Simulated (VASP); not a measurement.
# ZnS (P6_3mc) in VASP: a series of runs

ZnS is run at these levels: PBEsol; tasks: single point.

All numbers are computed with VASP 6.6.1; they aren't measurements. Logs are shortened: lines on timing, memory, paths and dates and some standing lists are left out, and cuts for length are marked.

**Measured values to compare with.**

A printed reference work, monograph reports, for a bulk crystal of ZnS at 4 K: band gap 3.911 eV (direct).

How close the calculation comes is told below.

### Step 1. The cell of the first run

It takes space group P6_3mc (No. 186, hexagonal). Conventional cell: a = 3.763 Å, b = 3.763 Å, c = 6.178 Å, α = 90.00°, β = 90.00°, γ = 120.00°. Zn (site symmetry 3m) has 4 S at 2.31 Å within 3.0 Å. S (site symmetry 3m) has 4 Zn at 2.31 Å within 3.0 Å.

### Step 2. Single point, PBEsol

INCAR

```
  PREC = Accurate
  ENCUT = 520
  EDIFF = 1E-6
  ISMEAR = 0
  SIGMA = 0.01
  LREAL = F
  LASPH = T
  NELM = 60
  ALGO = Normal
  ISIF = 2
  LWAVE = F
  LCHARG = F
  GGA = PS
  NBANDS = 26
```

KPOINTS

```
regular mesh
0
Gamma
  8 8 4
```

POSCAR

```
ZnS
1.0
    3.7626702124      0.0000000000      0.0000000000
   -1.8813351062      3.2585679900      0.0000000000
    0.0000000000      0.0000000000      6.1779162140
Zn S
2 2
Direct
    0.3333333333      0.6666666667      0.0054942909
    0.6666666667      0.3333333333      0.5054942909
    0.3333333333      0.6666666667      0.3795057091
    0.6666666667      0.3333333333      0.8795057091
```

Potentials or basis: VASP PAW PBE potentials, release 64 (Zn, S).

Command:

```console
cat potpaw_PBE.64/Zn/POTCAR potpaw_PBE.64/S/POTCAR > POTCAR
mpirun -np 1 vasp_std > vasp.out
```

OUTCAR:

```text
PREC = Accurate
   ENCUT = 520
   EDIFF = 1E-6
   ISMEAR = 0
   LREAL = F
   LASPH = T
   NELM = 60
   ISIF = 2
   GGA = PS

 ion  position               nearest neighbor table
   1  0.333  0.667  0.005-   4 2.31   4 2.31   4 2.31   3 2.31
   2  0.667  0.333  0.505-   3 2.31   3 2.31   3 2.31   4 2.31
   3  0.333  0.667  0.380-   2 2.31   2 2.31   2 2.31   1 2.31
   4  0.667  0.333  0.880-   1 2.31   1 2.31   1 2.31   2 2.31

  LATTYP: Found a hexagonal cell.
 ALAT       =     3.7626702124
 C/A-ratio  =     1.6418968087

  Lattice vectors:

 A1 = (   3.7626702124,   0.0000000000,   0.0000000000)
 A2 = (  -1.8813351062,   3.2585679900,   0.0000000000)
 A3 = (   0.0000000000,   0.0000000000,   6.1779162140)

Analysis of symmetry for initial positions (statically):
=====================================================================
 Subroutine PRICEL returns:
 Original cell was already a primitive cell.

 Routine SETGRP: Setting up the symmetry group for a
 hexagonal supercell.

 Subroutine GETGRP returns: Found 12 space group operations
 (whereof  6 operations were pure point group operations)
 out of a pool of 24 trial point group operations.

The static configuration has the point symmetry C_3v.
 The point group associated with its full space group is C_6v.

Analysis of symmetry for dynamics (positions and initial velocities):
=====================================================================
 Subroutine PRICEL returns:
 Original cell was already a primitive cell.

 Routine SETGRP: Setting up the symmetry group for a
 hexagonal supercell.

 Subroutine GETGRP returns: Found 12 space group operations
 (whereof  6 operations were pure point group operations)
 out of a pool of 24 trial point group operations.

The dynamic configuration has the point symmetry C_3v.
 The point group associated with its full space group is C_6v.

 Subroutine INISYM returns: Found 12 space group operations
 (whereof  6 operations are pure point group operations),
 and found     1 'primitive' translations

----------------------------------------------------------------------------------------

                                     Primitive cell

  volume of cell :      75.7469

  direct lattice vectors                    reciprocal lattice vectors
     3.762670212  0.000000000  0.000000000     0.265768708  0.153441635  0.000000000
    -1.881335106  3.258567990  0.000000000     0.000000000  0.306883270  0.000000000
     0.000000000  0.000000000  6.177916214     0.000000000  0.000000000  0.161866876

  length of vectors
     3.762670212  3.762670212  6.177916214     0.306883270  0.306883270  0.161866876

  position of ions in fractional coordinates (direct lattice)
     0.333333333  0.666666667  0.005494291
     0.666666667  0.333333333  0.505494291
     0.333333333  0.666666667  0.379505709
     0.666666667  0.333333333  0.879505709

  ion indices of the primitive-cell ions
   primitive index   ion index
                 1           1
                 2           2
                 3           3
                 4           4

----------------------------------------------------------------------------------------

 KPOINTS: regular mesh

Automatic generation of k-mesh.
 Grid dimensions read from file:
 generate k-points for:    8    8    4

 Generating k-lattice:

  Cartesian coordinates                     Fractional coordinates (reciprocal lattice)
     0.033221088  0.019180204  0.000000000     0.125000000  0.000000000  0.000000000
     0.000000000  0.038360409  0.000000000     0.000000000  0.125000000  0.000000000
     0.000000000  0.000000000  0.040466719     0.000000000  0.000000000  0.250000000

  Length of vectors
     0.038360409  0.038360409  0.040466719

  Shift w.r.t. Gamma in fractional coordinates (k-lattice)
     0.000000000  0.000000000  0.000000000

 Subroutine IBZKPT returns following result:
 ===========================================

 Found     30 irreducible k-points:

 Following reciprocal coordinates:
            Coordinates               Weight
  0.000000  0.000000  0.000000      1.000000
  0.125000  0.000000  0.000000      6.000000
  0.250000  0.000000  0.000000      6.000000
  0.375000  0.000000  0.000000      6.000000
  0.500000  0.000000  0.000000      3.000000
  0.125000  0.125000  0.000000      6.000000
[... 16 lines left out ...]
  0.250000  0.000000  0.500000      6.000000
  0.375000  0.000000  0.500000      6.000000
 [... further k-points ...]
   k-points           NKPTS =     30   k-points in BZ     NKDIM =     30   number of bands    NBANDS=     26
   number of dos      NEDOS =    301   number of ions     NIONS =      4
   total plane-waves  NPLWV =  37632
   dimension x,y,z NGX =    28 NGY =   28 NGZ =   48
   dimension x,y,z NGXF=    56 NGYF=   56 NGZF=   96
   ions per type =               2   2
   NGX,Y,Z   is equivalent  to a cutoff of  12.37, 12.37, 12.92 a.u.
   NGXF,Y,Z  is equivalent  to a cutoff of  24.74, 24.74, 25.83 a.u.
 SYSTEM =  unknown system
   PREC   = accura    normal or accurate (medium, high low for compatibility)
   ISTART =      0    job   : 0-new  1-cont  2-samecut
   ICHARG =      2    charge: 1-file 2-atom 10-const
   ISPIN  =      1    spin polarized calculation?
   LNONCOLLINEAR =      F non collinear calculations
   LSORBIT =      F    spin-orbit coupling
   LASPH  =      T    aspherical Exc in radial PAW
   ENCUT  =  520.0 eV  38.22 Ry    6.18 a.u.   7.00  7.00 11.49*2*pi/ulx,y,z
   NELM   =     60;   NELMIN=  2; NELMDL= -5     # of ELM steps
   EDIFF  = 0.1E-05   stopping-criterion for ELM
   LREAL  =      F    real-space projection
   EDIFFG = 0.1E-04   stopping-criterion for IOM
   NSW    =      0    number of steps for IOM
   IBRION =     -1    ionic relax: 0-MD 1-quasi-New 2-CG
   NFREE  =      0    steps in history (QN), initial steepest desc. (CG)
   ISIF   =      2    stress and relaxation
   ISYM   =      2    0-nonsym 1-usesym 2-fastsym
   POTIM  = 0.5000    time-step for ionic-motion
   TEBEG  =    0.0;   TEEND  =   0.0 temperature during run
   PSTRESS=    0.0 pullay stress
   NELECT =      36.0000    total number of electrons
   NUPDOWN=      -1.0000    fix difference up-down
   EMIN   =  10.00;   EMAX   =-10.00  energy-range for DOS
   EFERMI =   0.00;   METHOD = LEGACY
   ISMEAR =     0;   SIGMA  =   0.01  broadening in eV -4-tet -1-fermi 0-gaus
   EFERMI_NEDOS =   21; number of points for ismear=-14 and -15
   IALGO  =     38    algorithm
   IMIX   =      4    mixing-type and parameters
     AMIX     =   0.40;   BMIX     =  1.00
     AMIX_MAG =   1.60;   BMIX_MAG =  1.00
  volume/ion in A,a.u.               =      18.94       127.79
  Fermi-wavevector in a.u.,A,eV,Ry     =   1.277578  2.414272 22.207497  1.632205
  Thomas-Fermi vector in A             =   2.410169
   LORBIT       =      0    0 simple, 1 ext, 2 COOP (PROOUT), +10 PAW based schemes
   GGA     = PS    functional components
   LHFCALC =     F    Hartree Fock is set to
   AEXX    =    0.0000 exact exchange contribution
   IVDW    =     0    specifies the selected vdW correction
   LEPSILON=     F    determine dielectric tensor
   LRPA    =     F    only Hartree local field effects (RPA)
 non-spin polarized calculation
 Gauss-broadening in eV      SIGMA  =   0.01
  energy-cutoff  :      520.00
  volume of cell :       75.75
 maximum number of plane-waves:      2067
 NGX is ok and might be reduce to    28
   NGX = 13   NGY = 13   NGZ = 23

 number of electron      36.0000010 magnetization

 Free energy of the ion-electron system (eV)
  ---------------------------------------------------
  ext. energy  EPLUGINS =         0.00000000
  ---------------------------------------------------
  free energy    TOTEN  =       -15.16094989 eV

  energy without entropy =      -15.16094989  energy(sigma->0) =      -15.16094989

 E-fermi :   2.5443     XC(G=0): -10.0364

 val. band max:        2.4257024023   @ k =   0.0000   0.0000   0.0000
 cond. band min:       4.6539294093   @ k =   0.0000   0.0000   0.0000
 fundamental gap:      2.2282270069
 Fermi energy:         2.5442727361

 k-point     1 :       0.0000    0.0000    0.0000
  band No.  band energies     occupation
      1     -11.0546      2.00000
      2     -10.0289      2.00000
      3      -4.1319      2.00000
      4      -4.1136      2.00000
      5      -4.1136      2.00000
      6      -4.0253      2.00000
[... 18 lines left out ...]
     25      10.0605      0.00000
     26      11.6955      0.00000

 k-point     2 :       0.1250    0.0000    0.0000
  band No.  band energies     occupation
      1     -10.9409      2.00000
      2      -9.9649      2.00000
      3      -4.1299      2.00000
      4      -4.1051      2.00000
      5      -4.0914      2.00000
      6      -4.0150      2.00000
[... 18 lines left out ...]
     25      10.5554      0.00000
     26      10.9509      0.00000

 k-point     3 :       0.2500    0.0000    0.0000
  band No.  band energies     occupation
      1     -10.6344      2.00000
      2      -9.8156      2.00000
      3      -4.1465      2.00000
      4      -4.0648      2.00000
      5      -4.0452      2.00000
      6      -3.9559      2.00000
[... 18 lines left out ...]
     25      10.9186      0.00000
     26      11.2501      0.00000

 k-point     4 :       0.3750    0.0000    0.0000
  band No.  band energies     occupation
      1     -10.2525      2.00000
      2      -9.6966      2.00000
      3      -4.1347      2.00000
      4      -4.0127      2.00000
      5      -4.0120      2.00000
      6      -3.8235      2.00000
[... 18 lines left out ...]
     25      11.2138      0.00000
     26      12.8502      0.00000

 k-point     5 :       0.5000    0.0000    0.0000
  band No.  band energies     occupation
      1     -10.0410      2.00000
      2      -9.6846      2.00000
      3      -4.1227      2.00000
      4      -4.0037      2.00000
      5      -3.9047      2.00000
      6      -3.8595      2.00000
[... 18 lines left out ...]
     25      11.4409      0.00000
     26      13.9223      0.00000

 k-point     6 :       0.1250    0.1250    0.0000
  band No.  band energies     occupation
      1     -10.7301      2.00000
      2      -9.8580      2.00000
      3      -4.1290      2.00000
      4      -4.0717      2.00000
      5      -4.0681      2.00000
      6      -3.9900      2.00000
[... 427 lines left out ...]
 k-point    21 :       0.0000    0.0000    0.5000
  band No.  band energies     occupation
      1     -10.5901      2.00000
      2     -10.5901      2.00000
      3      -4.1270      2.00000
      4      -4.1270      2.00000
      5      -4.0782      2.00000
      6      -4.0782      2.00000
[... 18 lines left out ...]
     25       9.2133      0.00000
     26       9.2133      0.00000

 k-point    22 :       0.1250    0.0000    0.5000
  band No.  band energies     occupation
      1     -10.4950      2.00000
      2     -10.4950      2.00000
      3      -4.1428      2.00000
      4      -4.1428      2.00000
      5      -4.0501      2.00000
      6      -4.0501      2.00000
[... 18 lines left out ...]
     25       9.6856      0.00000
     26       9.6856      0.00000

 k-point    23 :       0.2500    0.0000    0.5000
  band No.  band energies     occupation
      1     -10.2492      2.00000
      2     -10.2492      2.00000
      3      -4.1594      2.00000
      4      -4.1594      2.00000
      5      -3.9834      2.00000
      6      -3.9834      2.00000
[... 18 lines left out ...]
     25      10.4640      0.00000
     26      10.4640      0.00000

 k-point    24 :       0.3750    0.0000    0.5000
  band No.  band energies     occupation
      1      -9.9755      2.00000
      2      -9.9755      2.00000
      3      -4.1565      2.00000
      4      -4.1565      2.00000
      5      -3.9214      2.00000
      6      -3.9214      2.00000
[... 18 lines left out ...]
     25      11.2884      0.00000
     26      11.2884      0.00000

 [... further k-points ...]

------------------------ aborting loop because EDIFF is reached ----------------------------------------

  FORCE on cell =-STRESS in cart. coord.  units (eV):
  Direction    XX          YY          ZZ          XY          YZ          ZX
  --------------------------------------------------------------------------------------
  -------------------------------------------------------------------------------------
  Total        0.6915991      0.6915991      0.7028222      0.0000000     -0.0000000      0.0000000
  in kB       14.6285077     14.6285077     14.8658959      0.0000000     -0.0000000      0.0000000
  external PRESSURE =      14.7076371 kB  Pullay stress =       0.0000000 kB

 VOLUME and BASIS-vectors are now :
 -----------------------------------------------------------------------------
  energy-cutoff  :      520.00
  volume of cell :       75.75
      direct lattice vectors                 reciprocal lattice vectors
     3.762670212  0.000000000  0.000000000     0.265768708  0.153441635  0.000000000
    -1.881335106  3.258567990  0.000000000     0.000000000  0.306883270  0.000000000
     0.000000000  0.000000000  6.177916214     0.000000000  0.000000000  0.161866876

 POSITION                                       TOTAL-FORCE (eV/Angst)
 -----------------------------------------------------------------------------------
     -0.00000      2.17238      0.03394        -0.000000      0.000000      0.000489
      1.88134      1.08619      3.12290         0.000000     -0.000000      0.000489
     -0.00000      2.17238      2.34455        -0.000000      0.000000     -0.000489
      1.88134      1.08619      5.43351         0.000000     -0.000000     -0.000489
 -----------------------------------------------------------------------------------
    total drift:                               -0.000001     -0.000001      0.000096

  FREE ENERGIE OF THE ION-ELECTRON SYSTEM (eV)
  ---------------------------------------------------
  free  energy   TOTEN  =       -15.1609498930 eV

  energy  without entropy=      -15.1609498930  energy(sigma->0) =      -15.16094989
```

Run time: 58 s. Hardware: 1 thread of Intel Xeon 8259CL, shared host; peak memory 0.21 GiB.

Results:

```
Free energy            : -15.1609 eV
Pressure               : 1.5 GPa
Band gap on the k mesh : 2.23 eV
```

Caveat: the PAW data sets were made with another functional, which shifts forces and pressure a little. Expect the measured gap to be larger: semilocal functionals such as PBEsol lack the derivative discontinuity.

(Continued in part 2 of 2.)
